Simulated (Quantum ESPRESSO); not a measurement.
Se under changes of volume

One of the cells (22.201 Å³/atom); the others are scaled copies at fixed shape and fractional positions:

```xyz
1
Lattice="2.8106 0.0000 0.0000 0.0000 2.8106 0.0000 0.0000 0.0000 2.8106" Properties=species:S:1:pos:R:3 pbc="T T T"
Se    0.0000    0.0000    0.0000
```

This isn't the form of Se at room conditions, which is trigonal, of chains.

| Property | Result |
| --- | --- |
| Program | Quantum ESPRESSO 7.5 |
| Functional | PBE |
| Potentials or basis | SSSP 1.3 efficiency PBE |
| Cutoff | 748 eV |
| Density cutoff | 5987 eV |
| k mesh | 9 × 9 × 9 |
| Occupations | fermi-dirac, width 0.05 eV |
| Spin | no spin polarisation |

| volume (Å³/atom) | energy over the lowest point (meV/atom) | pressure (GPa) |
| --- | --- | --- |
| 20.869 | 40.33 | 7.3 |
| 21.313 | 22.97 | 5.3 |
| 21.757 | 10.79 | 3.5 |
| 22.201 | 3.27 | 1.9 |
| 22.645 | 0.00 | 0.4 |
| 23.089 | ? | ? |
| 23.533 | 4.65 | -2.1 |

What does the run at 23.089 Å³/atom give?

Energy over the lowest point 0.58 meV/atom; pressure -0.9 GPa.

Worked out: A Birch-Murnaghan fit of order 3 (a polynomial in V^(-2/3)) to the other rows has its minimum at 22.80 Å³/atom with B0 = V·E''(V) = 69 GPa and B' = 4.0. It gives 0.58 meV/atom at 23.089 Å³/atom, against the run's 0.58, and -dE/dV = -0.9 GPa, against -0.9.

Energies are extrapolated to zero smearing.
